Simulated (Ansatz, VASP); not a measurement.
Mo in VASP and in Ansatz

INCAR

```
PREC     = Accurate       # precision mode
ENCUT    = 520            # plane-wave cutoff, eV
EDIFF    = 1E-7           # SCF threshold, eV
ISMEAR   = -1             # smearing method
SIGMA    = 0.05           # smearing width, eV
LREAL    = F              # projectors in reciprocal space
LASPH    = T              # aspherical terms in the spheres
NELM     = 150            # most SCF steps
ALGO     = Normal         # electronic algorithm
ISIF     = 2              # what is computed and relaxed
LWAVE    = F              # write WAVECAR
LCHARG   = F              # write CHGCAR
MAGMOM   = 0 0 0          # initial moments
LORBIT   = 11             # projections on sites
LSORBIT  = T              # spin-orbit coupling
GGA_COMPAT= F            
LORBMOM  = T            
LMAXMIX  = 4              # l up to which the mixer works
GGA      = PE             # functional
NBANDS   = 25             # bands
```

Contents of KPOINTS:

```
Automatic mesh
0
Gamma
  9 9 9
```

File POSCAR:

```
Mo
1.0
   -1.5838089719      1.5838089719      1.5838089719
    1.5838089719     -1.5838089719      1.5838089719
    1.5838089719      1.5838089719     -1.5838089719
Mo
1
Direct
    0.0000000000      0.0000000000      0.0000000000
```

Contents of input.yaml:

```yaml
crystal:
  lattice:
    - [-1.5838089719, 1.5838089719, 1.5838089719]
    - [1.5838089719, -1.5838089719, 1.5838089719]
    - [1.5838089719, 1.5838089719, -1.5838089719]
  atoms:
    - { symbol: Mo, position: [0.0, 0.0, 0.0] }
kpoints:
  mp_grid: { grid: [9, 9, 9] }
  band_path:
    path:
      - [0.0, 0.0, 0.0]
      - [0.5, -0.5, 0.5]
      - [0.0, 0.0, 0.5]
      - [0.0, 0.0, 0.0]
      - [0.25, 0.25, 0.25]
      - [0.5, -0.5, 0.5]
    npoints: 8
scf:
  occupations: { method: fermi_dirac, width: 0.05 }
hamiltonian:
  xc: pbe
  pseudopotentials: { kind: all_electron, lapw: { basis_error: 0.001 } }
magnetization:
  noncollinear: true
  spin_orbit: true
output:
  forces: true
  stress: true
  eigenvalues: true
```

Alike in both runs: functional PBE; k mesh 9 × 9 × 9; occupations fermi-dirac, width 0.05 eV; non-collinear spin, spin-orbit coupling.

```csv
,VASP,Ansatz
version,VASP 6.6.1,Ansatz 0.2.0
potentials or method,"VASP PAW PBE potentials, release 64 (Mo_sv)","all-electron LAPW, relativistic spinors"
plane-wave cutoff (eV),520,see its input
task,single point,band structure
```

|  | VASP | Ansatz | Ansatz less VASP |
| --- | --- | --- | --- |
| gap on the k mesh at the Fermi level (eV) | none | none | - |
| pressure (GPa) | -1.4 | -2.0 | -0.52 |
| net moment per atom (μB) | 0.00 | 0.00 | 0.000 |

A gap of «none» marks a metal or a gap that the smearing closes. Ansatz ran all-electron here, so the differences hold the error of VASP's frozen core and of both bases.

Caveats: the k mesh is thin for a metal, which can move the energy by tens of meV per atom (Ansatz).
